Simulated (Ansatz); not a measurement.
Crystal: CdSe.

```
Cd Se
1.0
     0.00000    3.07027    3.07027
     3.07027    0.00000    3.07027
     3.07027    3.07027    0.00000
Cd Se
1 1
Cartesian
  0.0000 0.0000 0.0000
  1.5351 1.5351 1.5351
```

Measurements of this composition are mostly on another form, of space group No. 186.

| Quantity | Value |
| --- | --- |
| Program | Ansatz 0.2.0 |
| Task | single point |
| Functional | PBE |
| Potentials or basis | all-electron LAPW, scalar-relativistic |
| Cutoff | 266 eV (chosen from the basis error) |
| Basis error allowed | 0.001 eV/atom |
| k mesh | 8 × 8 × 8 |
| Occupations | fermi-dirac, width 0.05 eV |
| Spin | no spin polarisation |

On this cell: pressure 1.3 GPa; largest force zero by symmetry; band gap on the k mesh 0.55 eV, direct.

The same run follows on a disturbed copy (atoms moved at random, drawn with an rms of 0.05 Å):

```
Cd Se
1.0
     0.00000    3.07027    3.07027
     3.07027    0.00000    3.07027
     3.07027    3.07027    0.00000
Cd Se
1 1
Direct
  0.99226 0.01044 0.00353
  0.26661 0.25053 0.23622
```

**Question.** What changes?

**Answer.** The energy moves by +11.3 meV/atom; pressure 1.5 GPa; largest force 0.486 eV/Å; band gap on the k mesh 0.52 eV, direct.

Forces in eV/Å, atoms in the order of the input:
```
Cd  -0.394  0.161  0.234
Se   0.394 -0.161 -0.234
```

Stress tensor (GPa, compression positive):
```
 1.40 -0.82 -0.53
-0.82  1.55  1.41
-0.53  1.41  1.51
```

